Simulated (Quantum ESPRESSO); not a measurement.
## CdSe in Quantum ESPRESSO: the effect of functional

CdSe:

```
Cd Se
1.0
     0.00000    3.07027    3.07027
     3.07027    0.00000    3.07027
     3.07027    3.07027    0.00000
Cd Se
1 1
Cartesian
  0.0000 0.0000 0.0000
  1.5351 1.5351 1.5351
```

Measurements of this composition are mostly on another form, of space group No. 186.

Alike in all runs:

```yaml
Program: Quantum ESPRESSO 7.5
Task: phonons
Cutoff: 612 eV
Density_cutoff: 4898 eV
k_mesh: 6 × 6 × 6, shifted
Occupations: fermi-dirac, width 0.05 eV
Spin: no spin polarisation
```

Each run relaxes the cell or the atoms first.

Q: One run gave: relaxed volume 27.19 Å³/atom; dielectric constant 8.42 mean; highest phonon frequency 176 cm⁻¹. Which functional did it use?
A. RPBE
B. LDA
C. vdW-DF-cx
D. AM05
E. revPBE

A: B.

```tsv
functional	potentials or basis	relaxed volume (Å³/atom)	dielectric constant (mean)	highest phonon frequency (cm⁻¹)
LDA	GBRV 1.5 LDA	27.19	8.42	176
PBE	GBRV 1.5 PBE	29.86	7.95	155
AM05	GBRV 1.5 PBE	28.57	7.91	162
RPBE	GBRV 1.5 PBE	31.12	7.63	144
revPBE	GBRV 1.5 PBE	30.77	7.71	147
vdW-DF-cx	GBRV 1.5 PBE	28.53	8.12	165
```

Caveats: the potentials were made for another functional, which shifts forces and pressure (some runs).

Not every run made on this cell is shown here.
